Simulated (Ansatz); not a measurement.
## Smearing, entropy and the zero-width energy in Ti₂O

These are results of DFT PBEsol, scalar-relativistic, plane waves, PAW (Ansatz 0.2.0), not measurements.

```xyz
3
Lattice="2.9194 0.0000 0.0000 -1.4597 2.5283 0.0000 0.0000 0.0000 4.7130" Properties=species:S:1:pos:R:3 pbc="T T T"
Ti    1.4597    0.8428    1.3137
Ti    0.0000    1.6855    3.3993
O     0.0000    0.0000    0.0000
```

- plane-wave cutoff: 420 eV
- Γ-centred k-mesh: 18×18×10
- spin treatment: unpolarised

The same metal under several smearings of width σ, on one mesh. F is the free energy, TS the smearing's entropy term for the cell of 3 atoms, and E = F + TS. Gaussian occupations are ½ erfc[(ε − μ)/σ], and N counts both spins.

```tsv
rule	σ (eV)	F − F(narrowest) (meV/atom)	TS (meV/cell)
Fermi–Dirac	0.02	-0.149	1.055
Fermi–Dirac	0.2	-22.909	169.630
Fermi–Dirac	0.3	-64.082	495.297
Gaussian	0.02	0.000	0.173
Gaussian	0.1	-0.652	4.171
Gaussian	0.3	-6.369	40.375
```

Question: For a density of states N (both spins) that is flat over the smeared range, TS = Nσ²/2 (Gaussian) and (π²/3)Nσ² (Fermi–Dirac). What N does each run give?

Answer:
```
       rule  σ (eV) N (states/eV a cell)
Fermi–Dirac    0.02                  0.80
Fermi–Dirac     0.2                  1.29
Fermi–Dirac     0.3                  1.67
   Gaussian    0.02                  0.86
   Gaussian     0.1                  0.83
   Gaussian     0.3                  0.90
```

Equal entropy needs σ_Gauss = π√(2/3) σ_FD = 2.57 σ_FD, so a Fermi–Dirac width acts like a Gaussian one 2.57 times as large. At moderate widths N lies between 0.80 and 0.90, nearly constant, so the density of states is smooth near the Fermi level and the mesh resolves it. At the narrowest widths only the few mesh levels within σ of μ count, so N can scatter there.

Question: To second order F = E0 − TS/2 and E = E0 + TS/2. How well does E0 = (E + F)/2 undo the smearing?

Answer:
| rule | σ (eV) | F − E0(narrowest) (meV/atom) | (E + F)/2 − E0(narrowest) (meV/atom) |
| --- | --- | --- | --- |
| Fermi–Dirac | 0.02 | -0.18 | 0.00 |
| Fermi–Dirac | 0.2 | -22.94 | 5.33 |
| Fermi–Dirac | 0.3 | -64.11 | 18.44 |
| Gaussian | 0.02 | -0.03 | 0.00 |
| Gaussian | 0.1 | -0.68 | 0.01 |
| Gaussian | 0.3 | -6.40 | 0.33 |

At Gaussian 0.3 eV the free energy is off by -6.40 meV/atom and the mean by 0.33. What remains is of order σ⁴ plus the mesh error of the narrowest run, which is no exact reference. Forces and stress are derivatives of F, not of E0, so they keep the σ² error.

7 further runs of this set aren't shown.

The entropy works here as a coarse probe of the density of states. The effective N stays close to its narrow-width value up to a Gaussian width of 0.3 eV, but rises to 1.29 and 1.67 states/eV in the two broad Fermi–Dirac runs, whose tails reach much further from the Fermi level. This suggests that the Fermi level lies in a shallow valley with more states on at least one side. Such a valley would suit a metal-rich oxide: oxygen fills its 2p shell, and the electrons left on titanium occupy the lower, Ti–Ti bonding part of the 3d band.

The same upward curvature probably explains why the averaged energy ends up too high in the broad Fermi–Dirac runs. Between these two runs the residual grows more slowly than the fourth power of the width, so higher orders already matter and the averaging is no longer a controlled correction. The entropies alone can't establish the orbital character of the states involved.
